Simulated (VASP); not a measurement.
# PtSe₂, self-consistent run: which settings are enough?

PtSe₂, P1 (no. 1), 3 atoms in the cell. PBE; PAW potentials Pt, Se (PBE set). VASP 6.6.1. The atoms are moved at random off their ideal places.

Wanted: energy within 1 meV/atom; forces within 0.005 eV/Å; pressure within 0.1 GPa.

POSCAR:
```
PtSe2
1.0
    3.7240000000      0.0000000000      0.0000000000
   -1.8620000000      3.2250786037      0.0000000000
    0.0000000000      0.0000000000      5.0620000000
Pt Se
1 2
Direct
   -0.0081800000     -0.0027050000     -0.0015850000
    0.6763260000      0.3478320000      0.7496380000
    0.3303040000      0.6680840000      0.2500600000
```

## FFT grids and symmetry tolerance typed by hand

| FFT grids and symmetry tolerance typed by hand | Energy less reference (meV/atom) | Forces, largest deviation (eV/Å) | Pressure (GPa) | SCF iterations | Time (s) |
|---|---|---|---|---|---|
| default | 0.0 | 0.0000 | 7.36 | 14 | 55 |
| NGX, NGY, NGZ = 32, 32, 44 | 0.0 | 0.0001 | 7.36 | 14 | 121 |
| NGX, NGY, NGZ = 20, 20, 28 | 0.0 | 0.0001 | 7.36 | 14 | 49 |
| NGX, NGY, NGZ = 16, 16, 22 | -0.1 | 0.0004 | 7.36 | 14 | 33 |
| NGX, NGY, NGZ = 14, 14, 20 | -1.5 | 0.0009 | 7.44 | 14 | 21 |
| NGXF, NGYF, NGZF = 38, 38, 50 | 0.0 | 0.0002 | 7.36 | 14 | 69 |
| NGXF, NGYF, NGZF = 74, 74, 100 | 0.0 | 0.0001 | 7.36 | 14 | 78 |
| SYMPREC = 0.001 | 0.0 | 0.0000 | 7.36 | 14 | 64 |
| SYMPREC = 1e-08 | 0.0 | 0.0000 | 7.36 | 14 | 58 |
| EWALD_CUTOFF = 2.0 | -2594.5 | 1.3785 | -44.15 | 14 | 54 |
| EWALD_CUTOFF = 8.0 | 0.0 | 0.0000 | 7.36 | 14 | 54 |

Chosen: NGX, NGY, NGZ = 16, 16, 22, the fastest of those that stay within half of the tolerance.

## The input

INCAR:
```
SYSTEM = PtSe2
PREC = Accurate
ENCUT = 400
EDIFF = 1E-7
ISMEAR = 0
SIGMA = 0.02
LREAL = .FALSE.
LASPH = .TRUE.
ALGO = Normal
NELM = 100
ISIF = 2
LWAVE = .FALSE.
LCHARG = .FALSE.
NGX = 16
NGY = 16
NGZ = 22
```

KPOINTS:
```
k-points
0
Gamma
  7 7 5
```

Commands:
```
cat potpaw_PBE.64/Pt/POTCAR potpaw_PBE.64/Se/POTCAR > POTCAR
mpirun -np 1 vasp_std > vasp.out
```

The chosen input took VASP 6.6.1 33 s on 1 core (Intel Xeon Platinum 8488C (Sapphire Rapids)), a shared host.

## An input that fails: an FFT grid typed too coarse

It runs to its end, but against the unchanged starting input it is off by 23.4 meV/atom in the energy, 0.1635 eV/Å in the forces, 0.58 GPa in the pressure.

Changes against the starting input:
```
+ NGX = 10
+ NGY = 10
+ NGZ = 12
```
